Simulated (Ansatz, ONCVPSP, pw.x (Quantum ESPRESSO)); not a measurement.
iron: does the ONCV potential hold in the solid?

```
Element                 : iron (Fe)
Generator               : ONCVPSP 4.0.1.1 (patched build)
Type                    : optimised norm-conserving Vanderbilt (ONCV)
Functional              : PBE
Relativity              : scalar-relativistic
Frozen core             : [Ne]
Valence charge          : 16
Reference configuration : 3s2 3p6 3d7 4s1
Partial waves           : 3s+4s: rc 1.16 bohr, ncon 4, nbas 7, qcut 11.5 1/bohr, 2 projectors; 3p: rc 1.26 bohr, ncon 4, nbas 8, qcut 8.9 1/bohr, 1 projector; 3d: rc 1.52 bohr, ncon 4, nbas 9, qcut 9.9 1/bohr, 2 projectors, debl 3 Ha; f scattering state at 0.06 Ha: rc 1.22 bohr, ncon 4, nbas 7, qcut 10.4 1/bohr, 1 projector
Local potential         : polynomial inside 1.12 bohr (lpopt 5, dvloc0 0 Ha)
Core correction         : Teter function, fcfact 4, rcfact 1.3
```

Atomic tests: cutoffs needed: 44 Ha and 52 Ha (the cutoffs (Ha) at which the residual kinetic energy of the hardest occupied pseudo-wave falls to 1 and 0.1 mHa per electron); ghost test: ghosts flagged at negative energy: s at -157.0 eV; no localised positive-energy state flagged; a true bound ghost makes a file unfit for plane-wave use; largest excitation error: +20 meV (all-electron minus pseudo) for 3s2 3p6 3d6 4s2, out of 4 test configurations.

Crystal test: bcc Fe in pw.x 7.5, no spin, 17³ k-points, Fermi–Dirac smearing 0.01 Ry, cutoffs 120/480 Ry. The reference is all-electron LAPW (Ansatz 0.2.0) with the same functional, mesh and smearing; V0 and B0 come from Birch–Murnaghan fits to the pressures at five volumes. Errors are pseudo minus all-electron; Δ is the rms difference of the E(V) curves that follow from these fits, minima aligned, over ±6 % about the mean V0. Mesh and smearing are coarse, so the numbers serve the comparison and aren't converged zero-temperature values; the lattice is a test structure that the element need not adopt. Spin polarisation and strong correlation are left out, which matters for this element.

```tsv
V (Å³/atom)	P all-electron (GPa)	P pseudo (GPa)
10.018	15.66	-106.01
10.281	7.54	-113.48
10.545	0.48	-119.62
10.809	-5.65	-125.22
11.072	-10.97	-131.11
```

All-electron: a0 = 2.765 Å (V0 = 10.56 Å³/atom), B0 = 260.5 GPa.

Pseudopotential: converged, but broken (pressure over 100 GPa off). The pressure does not cross zero within the volumes sampled, so no fit is given. Note: ghosts flagged at negative energy: s at -157.0 eV; no localised positive-energy state flagged. A true bound ghost makes a file unfit for plane-wave use. A pressure error of this size marks a broken potential; the numbers have no physical meaning.

**Question.** At the middle volume, how do free energy and pressure move when the wave cutoff is lowered (ecutrho kept at four times it)?

**Answer.**

```
cutoff (Ry)  shift of F (meV/atom)  shift of P (GPa)
         54              +252311.8           -488.62
         72              +167916.7          -7531.68
         96               +21699.2          -2250.51
```

Input at the middle volume:

```
&control
  calculation='scf', prefix='x', pseudo_dir='./', outdir='./tmp', tstress=.true., disk_io='none'
/
&system
  ibrav=0, nat=1, ntyp=1, ecutwfc=120, ecutrho=480, nbnd=16,
  occupations='smearing', smearing='fd', degauss=0.01
/
&electrons
  conv_thr=1e-09, mixing_beta=0.4, electron_maxstep=70
/
ATOMIC_SPECIES
Fe 1.0 Fe.UPF
CELL_PARAMETERS angstrom
  -1.38142994 1.38142994 1.38142994
  1.38142994 -1.38142994 1.38142994
  1.38142994 1.38142994 -1.38142994
ATOMIC_POSITIONS crystal
Fe 0.0000 0.0000 0.0000
K_POINTS automatic
17 17 17 0 0 0
```

```bash
pw.x < Fe.scf.in > Fe.scf.out
```

Lines of the output:

```
Message from routine setup:
     using ibrav=0 with symmetry is DISCOURAGED, use correct ibrav instead
     lattice parameter (alat)  =       4.5216  a.u.
     unit-cell volume          =      71.1612 (a.u.)^3
     number of electrons       =        16.00
     number of Kohn-Sham states=           16
     kinetic-energy cutoff     =     120.0000  Ry
     charge density cutoff     =     480.0000  Ry
     scf convergence threshold =      1.0E-09
     Exchange-correlation= PBE
     number of k points=   165  Fermi-Dirac smearing, width (Ry)=  0.0100
     iteration #  1     ecut=   120.00 Ry     beta= 0.40
     total energy              =    -267.17425200 Ry
     estimated scf accuracy    <       6.98601202 Ry
     iteration #  2     ecut=   120.00 Ry     beta= 0.40
     total energy              =    -265.93331952 Ry
     estimated scf accuracy    <       2.07724929 Ry
     iteration #  3     ecut=   120.00 Ry     beta= 0.40
     total energy              =    -266.00231053 Ry
     estimated scf accuracy    <       0.07920913 Ry
     iteration #  4     ecut=   120.00 Ry     beta= 0.40
     total energy              =    -266.00654819 Ry
     estimated scf accuracy    <       0.00751561 Ry
     iteration #  5     ecut=   120.00 Ry     beta= 0.40
     total energy              =    -266.00689959 Ry
     estimated scf accuracy    <       0.00021387 Ry
     iteration #  6     ecut=   120.00 Ry     beta= 0.40
     total energy              =    -266.00684018 Ry
     estimated scf accuracy    <       0.00009527 Ry
     iteration #  7     ecut=   120.00 Ry     beta= 0.40
     total energy              =    -266.00686372 Ry
     estimated scf accuracy    <       0.00000998 Ry
     iteration #  8     ecut=   120.00 Ry     beta= 0.40
     total energy              =    -266.00686490 Ry
     estimated scf accuracy    <       0.00000011 Ry
     iteration #  9     ecut=   120.00 Ry     beta= 0.40
     total energy              =    -266.00686493 Ry
     estimated scf accuracy    <          9.1E-09 Ry
     iteration # 10     ecut=   120.00 Ry     beta= 0.40
     total energy              =    -266.00686493 Ry
     estimated scf accuracy    <          1.7E-09 Ry
     iteration # 11     ecut=   120.00 Ry     beta= 0.40
     the Fermi energy is    21.6135 ev
!    total energy              =    -266.00686493 Ry
     estimated scf accuracy    <          1.3E-10 Ry
     smearing contrib. (-TS)   =      -0.00230450 Ry
     The total energy is F=E-TS. E is the sum of the following terms:
     one-electron contribution =    -121.93688054 Ry
     hartree contribution      =      69.16663455 Ry
     xc contribution           =     -34.79433938 Ry
     ewald contribution        =    -178.43997507 Ry
     convergence has been achieved in  11 iterations
          total   stress  (Ry/bohr**3)                   (kbar)     P=    -1196.24
     Message from routine punch:
     Nothing written, as per user request (disk_io='none')
```

The run at the middle volume (165 k-points, 11 iterations) took about 35 s on one core of a shared host (Neoverse-V2, 96 threads, 742 GiB, load 50).
